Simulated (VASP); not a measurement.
Write the native input for VASP 6.6.1 that does the following.

```
Task                   : electron localisation function
Functional             : BLYP
Dispersion             : D3(BJ)
Potentials or basis    : VASP PAW PBE potentials, release 64 (Mn, O)
Cutoff                 : 500 eV
k mesh                 : 11 × 11 × 6
Occupations            : gaussian, width 0.1 eV
Spin                   : collinear spin, ferromagnetic start
Starting moments       : [4.0, 0.0, 0.0] μB
Further INCAR settings : ALGO = Normal; EDIFF = 1e-06
```

The structure of MnO2 lies in MnO2.cif:

```cif
data_MnO2
_cell_length_a 2.85657818
_cell_length_b 2.85657818
_cell_length_c 4.60137406
_cell_angle_alpha 90.00000000
_cell_angle_beta 90.00000000
_cell_angle_gamma 120.00000000
_space_group_name_H-M_alt 'P-3m1'
_space_group_name_Hall '-P 3 2"'
_space_group_IT_number 164
loop_
_space_group_symop_operation_xyz
'x,y,z'
'-x,-y,-z'
'-y,x-y,z'
'y,-x+y,-z'
'-x+y,-x,z'
'x-y,x,-z'
'y,x,-z'
'-y,-x,z'
'x-y,-y,-z'
'-x+y,y,z'
'-x,-x+y,-z'
'x,x-y,z'
loop_
_atom_site_label
_atom_site_type_symbol
_atom_site_symmetry_multiplicity
_atom_site_Wyckoff_symbol
_atom_site_fract_x
_atom_site_fract_y
_atom_site_fract_z
_atom_site_occupancy
Mn1 Mn 1 b 0.0000000000 0.0000000000 0.5000000000 1
O1 O 2 d 0.3333333333 0.6666666667 0.7062925700 1
```

The structure of MnO2 lies in POSCAR:

```
Mn O 
 1.0000000000000000
     2.8565781800000001    0.0000000000000000    0.0000000000000000
    -1.4282890899999994    2.4738692717763171    0.0000000000000000
     0.0000000000000000    0.0000000000000000    4.6013740600000004
 Mn  O  
   1   2
Cartesian
  0.0000000000000000  0.0000000000000000  2.3006870300000002
 -0.0000000001428283  1.6492461812666737  3.2499163103687345
  1.4282890901428289  0.8246230905096434  1.3514577496312659
```

Measurements of this composition are mostly on another form, of space group No. 136.

These files were run (other wordings do the same):

INCAR

```
PREC = Accurate
ENCUT = 500
EDIFF = 1E-6
ISMEAR = 0
SIGMA = 0.1
LREAL = False
LASPH = True
NELM = 120
ALGO = Normal
ISIF = 2
LWAVE = False
LCHARG = True
ISPIN = 2
MAGMOM = 4 0 0
LORBIT = 11
LMAXMIX = 4
GGA = B5
ALDAX = 1.0
AGGAX = 1.0
AGGAC = 1.0
ALDAC = 0.0
IVDW = 12
VDW_S6 = 1.0
VDW_S8 = 2.6996
VDW_A1 = 0.4298
VDW_A2 = 4.2359
LELF = True
```

KPOINTS

```
Automatic mesh
0
Gamma
  11 11 6
```

Potentials or basis: VASP PAW PBE potentials, release 64 (Mn, O).

Launch:

```sh
$ ase convert -i cif -o vasp MnO2.cif POSCAR
$ cat potpaw_PBE.64/Mn/POTCAR potpaw_PBE.64/O/POTCAR > POTCAR
$ mpirun -np 1 vasp_std > vasp.out
```

Results of the run:

```
Pressure                                              : 7.5 GPa
Largest force                                         : 0.662 eV/Å
Band gap on the k mesh                                : 0.67 eV, indirect (least direct gap 0.72 eV)
Net moment                                            : 3.00 μB per cell
Site moments                                          : Mn +2.77; O +0.07 μB
Valence electrons inside the program's atomic spheres : Mn 5.82; O 5.00
Dispersion energy per atom                            : -0.278 eV
```

Caveat: the PAW data sets were made with another functional, which shifts forces and pressure a little; an odd mesh through Γ misses points on the zone boundary, where band edges often lie; a cell with one magnetic atom can't hold antiferromagnetic order, which such compounds often take.

It took 83 s on 1 thread of Intel(R) Xeon(R) Platinum 8488C (Sapphire Rapids), with other jobs on the host, peak memory 0.21 GiB.
